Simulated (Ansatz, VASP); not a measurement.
## AlIn in two plane-wave programs

Aim: how closely do two programs agree when they are given the same cell, functional and k mesh? The cell is generated by rule, not measured, and may not be a known phase. The cell is taken from a series of runs on this material, whose earlier steps may have relaxed, scaled, displaced or heated it; both programs get it as it stands.

Main program and level: Ansatz 0.2.0; plane waves, with VASP 6.6.1 beside it; zone-centre phonons at PBEsol.

The structure was built from a prototype and need not be the compound's stable phase.

## Step 1: The starting structure

Symmetry: P4/nmm, No. 129, tetragonal system. Conventional cell: a = 3.160 Å, b = 3.160 Å, c = 8.421 Å, α = 90.00°, β = 90.00°, γ = 90.00°. Nearest to Al lie 4 Al at 2.80 Å and 4 In at 3.08 Å. In has 4 Al at 3.08 Å and 8 In at 3.16 to 3.35 Å nearest. Farther neighbours are not listed.

As a file:

```cif
data_structure
_symmetry_space_group_name_H-M 'P4/nmm:1'
_symmetry_Int_Tables_number 129
_cell_length_a 3.1605
_cell_length_b 3.1605
_cell_length_c 8.4208
_cell_angle_alpha 90.000
_cell_angle_beta 90.000
_cell_angle_gamma 90.000
_cell_volume 84.11
loop_
_atom_site_label
_atom_site_type_symbol
_atom_site_symmetry_multiplicity
_atom_site_Wyckoff_symbol
_atom_site_fract_x
_atom_site_fract_y
_atom_site_fract_z
_atom_site_occupancy
Al1 Al 2 c 0.00000 0.50000 0.59974 1
In1 In 2 c 0.50000 0.00000 0.85163 1
```

## Step 2: VASP: zone-centre phonons, PBEsol

Second derivatives magnify differences that forces hide, and they need a tight electronic threshold.

Lines of VASP's logs that name or quote its potential files are left out, and so is its time.

INCAR

```
SYSTEM = AlIn
PREC = Accurate
ENCUT = 500
EDIFF = 1E-08
NELM = 120
ISMEAR = 1
SIGMA = 0.2
LREAL = .FALSE.
ALGO = Normal
GGA = PS
NBANDS = 22
LORBIT = 11
LWAVE = .FALSE.
LCHARG = .FALSE.
ISIF = 2
IBRION = 8
LASPH = .TRUE.
GGA_COMPAT = .FALSE.
KPAR = 2
```

POSCAR

```
AlIn
1.0
    3.1604792028      0.0000000000      0.0000000000
    0.0000000000      3.1604792028      0.0000000000
    0.0000000000      0.0000000000      8.4207975674
Al In
2 2
Direct
    0.0000000000      0.5000000000      0.5997399676
    0.5000000000      0.0000000000      0.4002600324
    0.5000000000      0.0000000000      0.8516330108
    0.0000000000      0.5000000000      0.1483669892
```

KPOINTS

```
Automatic mesh
0
Gamma
14 14 6
0 0 0
```

Potentials, in the order of the species: Al and In_d (PBE family, release 64).

The run is started by

```bash
$ mpirun -np 2 vasp_std
```

Numbers of over 12 decimals in the logs are rounded to 6 here.

The log of the run:

```text
[banner, memory and clock lines left out]
running    2 mpi-ranks, on    1 nodes
 distrk:  each k-point on    1 cores,    2 groups
 distr:  one band on    1 cores,    1 groups

 POSCAR found type information on POSCAR AlIn
 POSCAR found :  2 types and       4 ions
|                                                                             |
|               ----> ADVICE to this user running VASP <----                  |
|                                                                             |
|     You enforced a specific xc type in the INCAR file but a different       |
|     [... a line on the potential file left out ...]
|     I HOPE YOU KNOW WHAT YOU ARE DOING!                                     |
|                                                                             |

 LDA part: xc-table for (Slater+PW92), standard interpolation
 POSCAR, INCAR and KPOINTS ok, starting setup
 FFT: planning ... GRIDC
 FFT: planning ... GRID_SOFT
 FFT: planning ... GRID
 WAVECAR not read
 entering main loop
       N       E                     dE             d eps       ncg     rms          rms(c)
DAV:   1     0.230197853683E+03    0.23020E+03   -0.14547E+04  6336   0.169E+03
DAV:   2     0.228981195147E+01   -0.22791E+03   -0.22201E+03  6366   0.379E+02
DAV:   3    -0.135950340974E+02   -0.15885E+02   -0.15495E+02  7906   0.116E+02
DAV:   4    -0.140567236077E+02   -0.46169E+00   -0.46101E+00  7694   0.209E+01
DAV:   5    -0.140858976076E+02   -0.29174E-01   -0.29172E-01  9912   0.445E+00    0.467E+00
DAV:   6    -0.137943820161E+02    0.29152E+00   -0.66044E-01  8452   0.103E+01    0.239E+00
DAV:   7    -0.137667731674E+02    0.27609E-01   -0.80817E-02  7394   0.220E+00    0.925E-01
DAV:   8    -0.137577651591E+02    0.90080E-02   -0.75489E-03  9878   0.670E-01    0.266E-01
DAV:   9    -0.137565966079E+02    0.11686E-02   -0.71704E-04  7578   0.230E-01    0.652E-02
DAV:  10    -0.137565673645E+02    0.29243E-04   -0.62243E-05  8884   0.762E-02    0.248E-02
DAV:  11    -0.137565671905E+02    0.17396E-06   -0.11399E-05  9690   0.300E-02    0.123E-02
DAV:  12    -0.137565669372E+02    0.25331E-06   -0.70667E-07  8798   0.916E-03    0.769E-03
DAV:  13    -0.137565669347E+02    0.25193E-08   -0.80597E-08  8422   0.274E-03
   1 F= -.13756567E+02 E0= -.13757721E+02  d E =0.346177E-02
 Linear response reoptimize wavefunctions to high precision
DAV:   1    -0.137565668722E+02    0.62565E-07   -0.51026E-08  8862   0.250E-03
DAV:   2    -0.137565668724E+02   -0.24829E-09   -0.26991E-09  5128   0.390E-04
DAV:   3    -0.137565668724E+02   -0.43656E-10   -0.25514E-10  4344   0.149E-04
 Linear response DOF=           4
 Linear response progress:
  Degree of freedom:   1/  4
       N       E                     dE             d eps       ncg     rms          rms(c)
RMM:   1    -0.524104888775E-02   -0.52410E-02    0.23011E-04 29279   0.312E-01
RMM:   2    -0.481112907669E-02    0.42992E-03   -0.20314E-04 24818   0.107E-01    0.357E-02
RMM:   3    -0.481620528207E-02   -0.50762E-05   -0.44249E-05 27737   0.372E-02    0.207E-02
RMM:   4    -0.484957810178E-02   -0.33373E-04   -0.17490E-05 27509   0.213E-02    0.390E-03
RMM:   5    -0.484770810132E-02    0.18700E-05    0.34290E-08 28553   0.801E-03    0.178E-03
RMM:   6    -0.484433258284E-02    0.33755E-05    0.74031E-07 28439   0.310E-03    0.563E-04
RMM:   7    -0.484525207461E-02   -0.91949E-06    0.16480E-07 29264   0.120E-03    0.372E-04
RMM:   8    -0.484530449530E-02   -0.52421E-07    0.10427E-07 29426   0.383E-04    0.395E-05
RMM:   9    -0.484527115732E-02    0.33338E-07    0.41903E-08 29843   0.154E-04    0.799E-05
RMM:  10    -0.484527694697E-02   -0.57896E-08    0.21139E-08 31393   0.605E-05    0.608E-05
 first order change of Fermi-energy   0.10763E-04
 force on displaced ion       1 direction 1 :  -2.212   0.000  -0.000
 Linear response progress:
  Degree of freedom:   2/  4
       N       E                     dE             d eps       ncg     rms          rms(c)
RMM:   1    -0.144256234388E-01   -0.14426E-01    0.42817E-02 11723   0.858E-01
RMM:   2    -0.125141167587E-01    0.19115E-02   -0.16882E-03 10165   0.436E-01    0.774E-02
RMM:   3    -0.124764032491E-01    0.37714E-04   -0.47143E-04  9852   0.207E-01    0.288E-02
RMM:   4    -0.124894983759E-01   -0.13095E-04   -0.99852E-05 10607   0.917E-02    0.131E-02
RMM:   5    -0.124962841644E-01   -0.67858E-05   -0.30780E-05 11776   0.375E-02    0.102E-02
RMM:   6    -0.124956285360E-01    0.65563E-06   -0.42768E-06 11437   0.175E-02    0.446E-03
RMM:   7    -0.124979611153E-01   -0.23326E-05   -0.49596E-07 11671   0.651E-03    0.116E-03
RMM:   8    -0.124990283853E-01   -0.10673E-05   -0.11909E-06 10360   0.558E-03    0.134E-03
RMM:   9    -0.124990722437E-01   -0.43858E-07   -0.27228E-07 11647   0.255E-03    0.748E-04
RMM:  10    -0.124989510549E-01    0.12119E-06    0.15891E-07 10864   0.142E-03    0.334E-04
RMM:  11    -0.124991225497E-01   -0.17149E-06   -0.32486E-08 11628   0.666E-04    0.128E-04
RMM:  12    -0.124991287306E-01   -0.61809E-08    0.21694E-08 11006   0.366E-04    0.146E-04
 first order change of Fermi-energy  -0.51751E-02
 force on displaced ion       1 direction 3 :   0.000   0.000  -4.419
 Linear response progress:
  Degree of freedom:   3/  4
       N       E                     dE             d eps       ncg     rms          rms(c)
RMM:   1    -0.226785342447E+00   -0.22679E+00   -0.12807E-01 21639   0.407E+00
RMM:   2    -0.230033870067E+00   -0.32485E-02   -0.17463E-02 25360   0.920E-01    0.530E-02
RMM:   3    -0.229937496941E+00    0.96373E-04   -0.15751E-03 27419   0.301E-01    0.235E-02
RMM:   4    -0.229791233411E+00    0.14626E-03   -0.15154E-04 27840   0.930E-02    0.188E-02
RMM:   5    -0.229743836632E+00    0.47397E-04   -0.21688E-05 28056   0.348E-02    0.537E-03
RMM:   6    -0.229709200628E+00    0.34636E-04   -0.71869E-06 28666   0.149E-02    0.363E-03
RMM:   7    -0.229686784763E+00    0.22416E-04   -0.63106E-06 26001   0.528E-03    0.216E-03
RMM:   8    -0.229691568260E+00   -0.47835E-05    0.39396E-07 29721   0.221E-03    0.113E-03
RMM:   9    -0.229694506563E+00   -0.29383E-05   -0.77112E-07 30529   0.921E-04    0.476E-04
RMM:  10    -0.229692827877E+00    0.16787E-05   -0.17372E-07 29612   0.457E-04    0.529E-04
RMM:  11    -0.229693562431E+00   -0.73455E-06   -0.30595E-07 28970   0.308E-04    0.180E-04
RMM:  12    -0.229694925786E+00   -0.13634E-05   -0.12613E-07 30991   0.192E-04    0.596E-05
RMM:  13    -0.229694930527E+00   -0.47403E-08   -0.20375E-07 31023   0.128E-04    0.640E-05
RMM:  14    -0.229694706236E+00    0.22429E-06   -0.76231E-08 31073   0.102E-04    0.203E-05
RMM:  15    -0.229694603212E+00    0.10302E-06   -0.45660E-08 31272   0.888E-05    0.358E-06
RMM:  16    -0.229694593968E+00    0.92436E-08   -0.24580E-08 31788   0.798E-05    0.220E-06
 first order change of Fermi-energy  -0.34462E-05
 force on displaced ion       3 direction 1 :  -0.540   0.000  -0.000
 Linear response progress:
  Degree of freedom:   4/  4
       N       E                     dE             d eps       ncg     rms          rms(c)
RMM:   1    -0.253898869807E+00   -0.25390E+00   -0.11430E-01  8530   0.424E+00
RMM:   2    -0.255508811848E+00   -0.16099E-02   -0.20420E-02 10809   0.107E+00    0.974E-02
RMM:   3    -0.255620545030E+00   -0.11173E-03   -0.25890E-03 11286   0.359E-01    0.312E-02
RMM:   4    -0.255528134062E+00    0.92411E-04   -0.27877E-04 11901   0.127E-01    0.239E-02
RMM:   5    -0.255524037316E+00    0.40967E-05   -0.53362E-05 11335   0.510E-02    0.156E-02
RMM:   6    -0.255516536329E+00    0.75010E-05   -0.69652E-06 11693   0.230E-02    0.319E-03
RMM:   7    -0.255516315314E+00    0.22101E-06   -0.30876E-06 11903   0.738E-03    0.198E-03
RMM:   8    -0.255512273954E+00    0.40414E-05    0.24587E-07 11611   0.355E-03    0.827E-04
RMM:   9    -0.255510069475E+00    0.22045E-05    0.29022E-08 11084   0.191E-03    0.589E-04
RMM:  10    -0.255508141861E+00    0.19276E-05    0.39849E-07 12069   0.981E-04    0.286E-04
RMM:  11    -0.255509337553E+00   -0.11957E-05    0.38484E-07 10955   0.571E-04    0.430E-04
RMM:  12    -0.255509705024E+00   -0.36747E-06    0.69992E-08 12990   0.297E-04    0.729E-04
RMM:  13    -0.255509355486E+00    0.34954E-06    0.10391E-07 12636   0.169E-04    0.402E-04
RMM:  14    -0.255509180389E+00    0.17510E-06    0.17334E-08 12386   0.120E-04    0.262E-04
RMM:  15    -0.255509133148E+00    0.47241E-07    0.34693E-08 13256   0.914E-05    0.217E-04
RMM:  16    -0.255509013416E+00    0.11973E-06    0.94472E-09 11607   0.869E-05    0.913E-05
RMM:  17    -0.255508918817E+00    0.94599E-07    0.70681E-09 12646   0.809E-05    0.189E-05
RMM:  18    -0.255508900739E+00    0.18078E-07    0.42956E-09 13462   0.691E-05    0.855E-06
RMM:  19    -0.255508883710E+00    0.17030E-07   -0.12759E-10 13237   0.657E-05    0.441E-06
RMM:  20    -0.255508883763E+00   -0.53363E-10   -0.11002E-09 10108   0.635E-05    0.386E-07
 first order change of Fermi-energy   0.58842E-01
 force on displaced ion       3 direction 3 :   0.000   0.000  -3.259
 Linear response finished
```

From OUTCAR (step 2):

```text
ion  position               nearest neighbor table
   1  0.000  0.500  0.600-   2 2.80   2 2.80   2 2.80   2 2.80   3 3.08   3 3.08   3 3.08   3 3.08

  LATTYP: Found a simple tetragonal cell.
 ALAT       =     3.1604792028
 C/A-ratio  =     2.6644053092

 Subroutine GETGRP returns: Found 16 space group operations
 (whereof  8 operations were pure point group operations)

The static configuration has the point symmetry D_2d.
 The point group associated with its full space group is D_4h.

 Found    144 irreducible k-points:

   k-points           NKPTS =    144   k-points in BZ     NKDIM =    144   number of bands    NBANDS=     22

   dimension x,y,z NGX =    24 NGY =   24 NGZ =   64
   dimension x,y,z NGXF=    48 NGYF=   48 NGZF=  128

   ENCUT  =  500.0 eV  36.75 Ry    6.06 a.u.   5.76  5.76 15.35*2*pi/ulx,y,z

   NELECT =      32.0000    total number of electrons

 k-points in reciprocal lattice and weights: Automatic mesh
   0.00000000  0.00000000  0.00000000       0.001
   0.07142857  0.00000000  0.00000000       0.003
   0.14285714  0.00000000  0.00000000       0.003
   0.21428571  0.00000000  0.00000000       0.003
   0.28571429  0.00000000  0.00000000       0.003
   0.35714286  0.00000000  0.00000000       0.003
   0.42857143  0.00000000  0.00000000       0.003
   0.50000000  0.00000000  0.00000000       0.002
   0.07142857  0.07142857  0.00000000       0.003
[...]
0.50000000  0.42857143  0.50000000       0.003
   0.50000000  0.50000000  0.50000000       0.001

 average (electrostatic) potential at core
       1 -72.6196       2 -72.6196       3 -93.2530       4 -93.2530

  Total        0.0051846      0.0051846      0.0022872      0.0000000      0.0000000     -0.0000000
  in kB        0.0987560      0.0987560      0.0435671      0.0000000      0.0000000     -0.0000000
  external PRESSURE =       0.0803597 kB  Pullay stress =       0.0000000 kB

  energy-cutoff  :      500.00
  volume of cell :       84.11
      direct lattice vectors                 reciprocal lattice vectors
     3.160479203  0.000000000  0.000000000     0.316407714  0.000000000  0.000000000
     0.000000000  3.160479203  0.000000000     0.000000000  0.316407714  0.000000000
     0.000000000  0.000000000  8.420797567     0.000000000  0.000000000  0.118753597

 POSITION                                       TOTAL-FORCE (eV/Angst)
 -----------------------------------------------------------------------------------
      0.00000      1.58024      5.05029        -0.000000      0.000000      0.004284
      1.58024      0.00000      3.37051        -0.000000      0.000000     -0.004284
      1.58024      0.00000      7.17143         0.000000      0.000000     -0.001149
      0.00000      1.58024      1.24937         0.000000      0.000000      0.001149
 -----------------------------------------------------------------------------------
    total drift:                                0.000000      0.000000      0.000000

 Eigenvectors and eigenvalues of the dynamical matrix
 ----------------------------------------------------

   1 f  =    8.044150 THz    50.542882 2PiTHz  268.323946 cm-1    33.267914 meV
             X         Y         Z           dx          dy          dz
      0.000000  1.580240  5.050289    -0.000000   -0.000000   -0.703958
      1.580240  0.000000  3.370509     0.000000    0.000000    0.703958
      1.580240  0.000000  7.171429     0.000000    0.000000    0.066654
      0.000000  1.580240  1.249368    -0.000000   -0.000000   -0.066654

   2 f  =    6.055371 THz    38.047017 2PiTHz  201.985428 cm-1    25.042990 meV
             X         Y         Z           dx          dy          dz
      0.000000  1.580240  5.050289    -0.700976    0.078180   -0.000000
      1.580240  0.000000  3.370509     0.700976   -0.078180    0.000000
      1.580240  0.000000  7.171429     0.049900   -0.005565   -0.000000
      0.000000  1.580240  1.249368    -0.049900    0.005565    0.000000

   3 f  =    6.055371 THz    38.047017 2PiTHz  201.985428 cm-1    25.042990 meV
             X         Y         Z           dx          dy          dz
      0.000000  1.580240  5.050289     0.078180    0.700976   -0.000000
      1.580240  0.000000  3.370509    -0.078180   -0.700976   -0.000000
      1.580240  0.000000  7.171429    -0.005565   -0.049900   -0.000000
      0.000000  1.580240  1.249368     0.005565    0.049900   -0.000000

   4 f  =    4.429604 THz    27.832025 2PiTHz  147.755699 cm-1    18.319364 meV
             X         Y         Z           dx          dy          dz
      0.000000  1.580240  5.050289     0.000000   -0.000000   -0.635194
      1.580240  0.000000  3.370509    -0.000000    0.000000   -0.635194
      1.580240  0.000000  7.171429    -0.000000    0.000000    0.310691
      0.000000  1.580240  1.249368    -0.000000    0.000000    0.310691

   5 f  =    3.097481 THz    19.462049 2PiTHz  103.320854 cm-1    12.810148 meV
             X         Y         Z           dx          dy          dz
      0.000000  1.580240  5.050289     0.000000   -0.000000    0.066654
      1.580240  0.000000  3.370509     0.000000   -0.000000   -0.066654
      1.580240  0.000000  7.171429    -0.000000    0.000000    0.703958
      0.000000  1.580240  1.249368    -0.000000    0.000000   -0.703958

   6 f  =    2.124310 THz    13.347435 2PiTHz   70.859365 cm-1     8.785438 meV
             X         Y         Z           dx          dy          dz
      0.000000  1.580240  5.050289    -0.354822   -0.521597   -0.000000
      1.580240  0.000000  3.370509    -0.354822   -0.521597   -0.000000
      1.580240  0.000000  7.171429     0.179668    0.264117   -0.000000
      0.000000  1.580240  1.249368     0.179668    0.264117    0.000000

   7 f  =    2.124310 THz    13.347435 2PiTHz   70.859365 cm-1     8.785438 meV
             X         Y         Z           dx          dy          dz
      0.000000  1.580240  5.050289     0.521597   -0.354822   -0.000000
      1.580240  0.000000  3.370509     0.521597   -0.354822   -0.000000
      1.580240  0.000000  7.171429    -0.264117    0.179668   -0.000000
      0.000000  1.580240  1.249368    -0.264117    0.179668    0.000000

   8 f  =    1.095938 THz     6.885983 2PiTHz   36.556565 cm-1     4.532434 meV
             X         Y         Z           dx          dy          dz
      0.000000  1.580240  5.050289     0.016829    0.047306    0.000000
      1.580240  0.000000  3.370509    -0.016829   -0.047306    0.000000
      1.580240  0.000000  7.171429     0.236399    0.664526    0.000000
      0.000000  1.580240  1.249368    -0.236399   -0.664526    0.000000

   9 f  =    1.095938 THz     6.885983 2PiTHz   36.556565 cm-1     4.532434 meV
             X         Y         Z           dx          dy          dz
      0.000000  1.580240  5.050289     0.047306   -0.016829    0.000000
      1.580240  0.000000  3.370509    -0.047306    0.016829    0.000000
      1.580240  0.000000  7.171429     0.664526   -0.236399   -0.000000
      0.000000  1.580240  1.249368    -0.664526    0.236399    0.000000

  10 f/i=    0.015668 THz     0.098444 2PiTHz    0.522623 cm-1     0.064797 meV
             X         Y         Z           dx          dy          dz
      0.000000  1.580240  5.050289     0.000000    0.000000   -0.310691
      1.580240  0.000000  3.370509     0.000000    0.000000   -0.310691
      1.580240  0.000000  7.171429     0.000000    0.000000   -0.635194
      0.000000  1.580240  1.249368     0.000000    0.000000   -0.635194

  11 f/i=    0.036858 THz     0.231588 2PiTHz    1.229460 cm-1     0.152434 meV
             X         Y         Z           dx          dy          dz
      0.000000  1.580240  5.050289     0.012785   -0.319179   -0.000000
      1.580240  0.000000  3.370509     0.012785   -0.319179   -0.000000
      1.580240  0.000000  7.171429     0.025249   -0.630336   -0.000000
      0.000000  1.580240  1.249368     0.025249   -0.630336   -0.000000

  12 f/i=    0.036858 THz     0.231588 2PiTHz    1.229460 cm-1     0.152434 meV
             X         Y         Z           dx          dy          dz
      0.000000  1.580240  5.050289    -0.319179   -0.012785   -0.000000
      1.580240  0.000000  3.370509    -0.319179   -0.012785   -0.000000
      1.580240  0.000000  7.171429    -0.630336   -0.025249   -0.000000
      0.000000  1.580240  1.249368    -0.630336   -0.025249   -0.000000

 ELASTIC MODULI CONTR FROM IONIC RELAXATION (kBar)
 Direction    XX          YY          ZZ          XY          YZ          ZX
 --------------------------------------------------------------------------------
 XX          -7.4122     -7.4122    -21.4109      0.0000     -0.0000      0.0000
 YY          -7.4122     -7.4122    -21.4109      0.0000     -0.0000      0.0000
 ZZ         -21.4109    -21.4109    -61.8532      0.0000     -0.0000      0.0000
 XY           0.0000      0.0000      0.0000      0.0000      0.0000      0.0000
 YZ          -0.0000     -0.0000     -0.0000      0.0000    -50.0079      0.0000
 ZX           0.0000      0.0000      0.0000      0.0000      0.0000    -62.2201
 --------------------------------------------------------------------------------
```

[end of part 1 of 2]

[Lines on the potential files, build, host, timing and source positions are cut from VASP's logs without a mark.]

[Logs are printed without paths, hosts, clocks, repeated set-up lines and the standing remarks that a program may print on its own settings, such as how far it seeks lower states.]

[Hosts, paths, dates, database ids (printed as entryN), source tags and the programs' standing remarks are cut or masked in the printed files.]
